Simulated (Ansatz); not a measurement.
Input and command of a plane-wave DFT calculation in Ansatz:

```yaml
crystal:
  lattice:
    - [2.8340327103, 0.0, 0.0]
    - [-1.4170163551, 2.4543443223, 0.0]
    - [0.0, 0.0, 4.6279474458]
  atoms:
    - { symbol: Li, position: [0.0, 0.0, 0.0] }
    - { symbol: F, position: [0.3333333333, 0.6666666667, 0.25] }
    - { symbol: Li, position: [0.0, 0.0, 0.5] }
    - { symbol: F, position: [0.6666666667, 0.3333333333, 0.75] }
basis:
  ecutwfc: 420
kpoints:
  mp_grid: { grid: [9, 9, 6] }
hamiltonian:
  xc: pbesol
scf:
  occupations: { method: gaussian, width: 0.02 }
output:
  forces: true
  stress: true
  eigenvalues: true
  populations: true
  write_density: true
  write_potential: true
  elf: true
  volumetric_format: npy
relax:
  adjacent_minimum: "off"
  f_tol: 0.01
  max_steps: 45
  cell: { stress_tol: 0.05 }
```

```bash
ansatz run input.yaml --threads 1 --pin off --max-ram 2560MiB --backend cpu --events-out ev --progress --plain --runs-dir out
```

Processor: Intel(R) Xeon(R) Platinum 8375C CPU @ 2.90GHz (Ice Lake), 1 thread, on a host shared with other jobs.

Question: Estimate time, memory and problem size.

Answer: About 9.3 s on 1 thread of Intel(R) Xeon(R) Platinum 8375C CPU @ 2.90GHz (Ice Lake), on a shared host, peak memory 0.38 GiB. It solves 14 bands at 48 k points (the mesh reduced by the symmetry that the task leaves, which can be less than the crystal's) with about 653 plane waves (on the last cell), in 50 SCF iterations over 8 ionic steps.
